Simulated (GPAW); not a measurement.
Set up this calculation in GPAW 26.7.0, as an ASE script.

- Task: optical spectrum
- Functional: PBE
- Potentials or basis: GPAW PAW data sets (gpaw-data 1.2.1)
- Cutoff: 600 eV
- Basis: pw
- k mesh: 8 × 8 × 4
- Occupations: fermi-dirac, width 0.05 eV
- Spin: no spin polarisation
- Eta: 0.1 eV
- Response ecut: 50 eV
- Scissors: 0 eV
- Kernel: RPA
- Maxiter: 150
- Response k mesh: 19 × 19 × 10
- Domega0: 0.05 eV
- Omega2: 10 eV
- Response bands: 30
- Directions: ["x", "z"]
- Intraband: yes

The structure of Mg lies in POSCAR:

```
Mg
1.0
    3.2515324747      0.0000000000      0.0000000000
   -1.6257662373      2.8159097243      0.0000000000
    0.0000000000      0.0000000000      5.2788644417
Mg
2
Direct
    0.6666666667      0.3333333333      0.7500000000
    0.3333333333      0.6666666667      0.2500000000
```

One way to write it, as run:

run.py

```python
from ase.dft.bandgap import bandgap
from ase.io import read, write
from gpaw import GPAW, PW
from gpaw.response.df import DielectricFunction

atoms = read('POSCAR')

calc = GPAW(mode=PW(600),
            xc='PBE',
            kpts={'size': (8, 8, 4), 'gamma': True},
            occupations={'name': 'fermi-dirac', 'width': 0.05},
            nbands=19,
            convergence={'density': 1e-06},
            maxiter=150,
            txt='gpaw.txt')
atoms.calc = calc
energy = atoms.get_potential_energy()
calc.write('gs.gpw')
write('result.traj', atoms)
print(f'Energy: {energy:.6f} eV')
print('Fermi level:', round(calc.get_fermi_level(), 4), 'eV')
print(f'Gap: {bandgap(calc)[0]:.4f} eV, direct: {bandgap(calc, direct=True)[0]:.4f} eV')

dense = calc.fixed_density(kpts={'size': (19, 19, 10), 'gamma': True},
                           nbands=36, convergence={'bands': 30, 'eigenstates': 1e-7},
                           update_fermi_level=True, txt='dense.txt')
dense.write('dense.gpw', mode='all')

df = DielectricFunction('dense.gpw', frequencies={'type': 'nonlinear', 'domega0': 0.05, 'omega2': 10},
                        eta=0.1, ecut=50, nbands=30, rate='eta', txt='df.txt')
for direction in ['x', 'z']:
    df.get_dielectric_function(xc='RPA', direction=direction, filename=f'df_{direction}.csv')
```

Potentials or basis: GPAW PAW data sets (gpaw-data 1.2.1), pw.

The run is started by

```sh
$ OMP_NUM_THREADS=1 python run.py
```

It gave:

```yaml
Band_gap_on_the_k_mesh: none (metal or under the smearing width)
```

Caveat: the intraband term hangs on this k mesh; the long-wavelength limit can be off by a per cent or two; independent-particle spectra lack excitons.

Run time: 5.7 min on 1 thread of Arm Neoverse V2 (shared host), peak memory 0.72 GiB.
